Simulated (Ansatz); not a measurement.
# Pd (fcc type): the cost of one run

Computed with Ansatz 0.2.0 (DFT, PBE, all-electron LAPW, scalar-relativistic, unless a step's input says otherwise).

### Step 1. Starting point

Symmetry: Fm-3m, No. 225, cubic system. Conventional cell: a = 3.815 Å, b = 3.815 Å, c = 3.815 Å, α = 90.00°, β = 90.00°, γ = 90.00°. Pd (site symmetry m-3m) has 12 Pd at 2.70 Å as nearest neighbours.

Coordinates:

```cif
data_structure
_symmetry_space_group_name_H-M 'Fm-3m'
_symmetry_Int_Tables_number 225
_cell_length_a 3.8151
_cell_length_b 3.8151
_cell_length_c 3.8151
_cell_angle_alpha 90.000
_cell_angle_beta 90.000
_cell_angle_gamma 90.000
_cell_volume 55.53
loop_
_atom_site_label
_atom_site_type_symbol
_atom_site_symmetry_multiplicity
_atom_site_Wyckoff_symbol
_atom_site_fract_x
_atom_site_fract_y
_atom_site_fract_z
_atom_site_occupancy
Pd1 Pd 4 a 0.00000 0.00000 0.00000 1
```

The file gives the conventional cell by its symmetry; the runs use the cell typed in the input.

### Step 2. Fcc relaxed under pressure, LAPW

input.yaml reads:

```yaml
crystal:
  lattice:
    - [0.0, 1.9075452473, 1.9075452473]
    - [1.9075452473, 0.0, 1.9075452473]
    - [1.9075452473, 1.9075452473, 0.0]
  atoms:
    - { symbol: Pd, position: [0.0, 0.0, 0.0] }
kpoints:
  mp_grid: { grid: [17, 17, 17] }
scf:
  occupations: { method: fermi_dirac, width: 0.08 }
hamiltonian:
  xc: pbe
  pseudopotentials: { kind: all_electron, lapw: { basis_error: 0.0005 } }
output:
  forces: true
  stress: true
  eigenvalues: true
relax:
  f_tol: 0.005
  max_steps: 12
  cell: { p_target: 22.0, stress_tol: 0.03 }
```

Command:

```bash
$ ansatz run input.yaml --threads 1 --pin off --max-ram 3584MiB --backend cpu --events-out ev --progress --plain --runs-dir out
```

**Question.** How long does this run take on 1 thread of Intel Xeon Platinum 8488C (Sapphire Rapids), shared host, and how much memory does it need?

About 34 s, with a peak of 0.45 GiB.
